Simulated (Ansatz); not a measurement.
# Rb (fcc type): the cost of one run

Method: DFT PBE, with the methods named in each step, in Ansatz 0.2.0.

## (1) Starting point

Symmetry: Fm-3m, No. 225, cubic system. The conventional cell has a = 7.146 Å, b = 7.146 Å, c = 7.146 Å, α = 90.00°, β = 90.00°, γ = 90.00°.

Structure file:

```cif
data_structure
_symmetry_space_group_name_H-M 'Fm-3m'
_symmetry_Int_Tables_number 225
_cell_length_a 7.1460
_cell_length_b 7.1460
_cell_length_c 7.1460
_cell_angle_alpha 90.000
_cell_angle_beta 90.000
_cell_angle_gamma 90.000
_cell_volume 364.92
loop_
_atom_site_label
_atom_site_type_symbol
_atom_site_symmetry_multiplicity
_atom_site_Wyckoff_symbol
_atom_site_fract_x
_atom_site_fract_y
_atom_site_fract_z
_atom_site_occupancy
Rb1 Rb 4 a 0.00000 0.00000 0.00000 1
```

The file gives the conventional cell by its symmetry; the runs use the cell typed in the input.

## (2) Fcc relaxed, PAW

input.yaml reads:

```yaml
crystal:
  lattice:
    - [0.0, 3.5730106134, 3.5730106134]
    - [3.5730106134, 0.0, 3.5730106134]
    - [3.5730106134, 3.5730106134, 0.0]
  atoms:
    - { symbol: Rb, position: [0.0, 0.0, 0.0] }
kpoints:
  mp_grid: { grid: [10, 10, 10] }
scf:
  occupations: { method: fermi_dirac, width: 0.05 }
hamiltonian:
  xc: pbe
  pseudopotentials: { kind: paw }
output:
  forces: true
  stress: true
  write_density: true
  write_potential: true
  elf: true
  volumetric_format: npy
relax:
  f_tol: 0.005
  max_steps: 40
  cell: {}
```

Started as:

```console
$ ansatz run input.yaml --threads 1 --pin off --max-ram 3072MiB --backend cpu --events-out ev --progress --plain --runs-dir out
```

Q: Estimate wall time and peak memory on 1 thread of Intel Xeon 6975P-C (Granite Rapids), shared host.

About 3.1 s, with a peak of 0.42 GiB.
